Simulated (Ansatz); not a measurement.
A run of Ansatz 0.2.0 is set up as follows.

input.yaml

```yaml
crystal:
  lattice:
    - [4.0473293151, 0.0, 0.0]
    - [-2.0236646576, 3.5050900044, 0.0]
    - [0.0, 0.0, 18.05206491]
  atoms:
    - { symbol: In, position: [0.3333333333, 0.6666666667, 0.07739049] }
    - { symbol: In, position: [0.3333333333, 0.6666666667, 0.92260951] }
    - { symbol: In, position: [0.0, 0.0, 0.42260632] }
    - { symbol: In, position: [0.0, 0.0, 0.57739368] }
    - { symbol: Se, position: [0.3333333333, 0.6666666667, 0.35298428] }
    - { symbol: Se, position: [0.3333333333, 0.6666666667, 0.64701572] }
    - { symbol: Se, position: [0.6666666667, 0.3333333333, 0.14699993] }
    - { symbol: Se, position: [0.6666666667, 0.3333333333, 0.85300007] }
hamiltonian:
  xc: lda
  pseudopotentials: { kind: paw }
kpoints:
  mp_grid: { grid: [8, 8, 2] }
  band_path:
    path:
      - [[0.0, 0.0, 0.0], [0.5, 0.0, 0.0], [0.3333333333, 0.3333333333, 0.0], [0.0, 0.0, 0.0], [0.0, 0.0, 0.5], [0.5, 0.0, 0.5], [0.3333333333, 0.3333333333, 0.5], [0.0, 0.0, 0.5]]
      - [[0.5, 0.0, 0.5], [0.5, 0.0, 0.0]]
      - [[0.3333333333, 0.3333333333, 0.0], [0.3333333333, 0.3333333333, 0.5]]
    npoints: 10
scf:
  occupations: { method: fermi_dirac, width: 0.05 }
  n_extra_bands: 20
output:
  forces: true
  stress: true
  eigenvalues: true
  fatbands: true
```

Potentials or basis: Ansatz PAW.

Command:

```bash
$ ansatz run input.yaml --threads 4 --pin off --max-ram 11264MiB --backend cpu --events-out ev --progress --plain --runs-dir out
```

(1) Predict the band gap on the k mesh.

(2) Estimate the largest force.

(3) Predict the pressure.

(4) Predict the band gap along the path.

## Answers

(1) 0.50 eV, direct.

(2) 0.153 eV/Å.

(3) -2.3 GPa.

(4) 0.50 eV, direct.

Caveat: spin-orbit coupling is left out, which moves the levels of the heavy elements; the PAW data sets come from PBE, with cores solved anew for the run's functional, which leaves a small shift of forces and pressure.
